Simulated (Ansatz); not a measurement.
Runs of Ansatz 0.2.0 on InAs. It takes space group F-43m (No. 216, cubic). The conventional cell has a = 6.036 Å, b = 6.036 Å, c = 6.036 Å, α = 90.00°, β = 90.00°, γ = 90.00°. Around In (site symmetry -43m) lie 4 As at 2.61 Å. Around As (site symmetry -43m) lie 4 In at 2.61 Å. 

```csv
task,level,cell,cutoff (eV),smearing,pressure (GPa),relaxed volume (Å³/atom)
relaxation of cell and atoms,RPBE+D4,relaxed,-,fermi-dirac 0.05 eV,0.0,28.44
relaxation of cell and atoms,BLYP+D4,relaxed,-,fermi-dirac 0.05 eV,0.0,29.07
single point,PBE,as given,283,gaussian 0.015 eV,(b),-
relaxation of cell and atoms,PBEsol+D4,relaxed,-,fermi-dirac 0.05 eV,0.0,27.68
band structure,revPBE,as given,283,fermi-dirac 0.05 eV,(a),-
```

Alike in all rows: potentials or basis all-electron LAPW, scalar-relativistic; no spin polarisation; k mesh 8 × 8 × 8; basis error allowed 0.001 eV/atom.

Q: Fill in the values left out.

A: (a) 5.6; (b) 4.3.
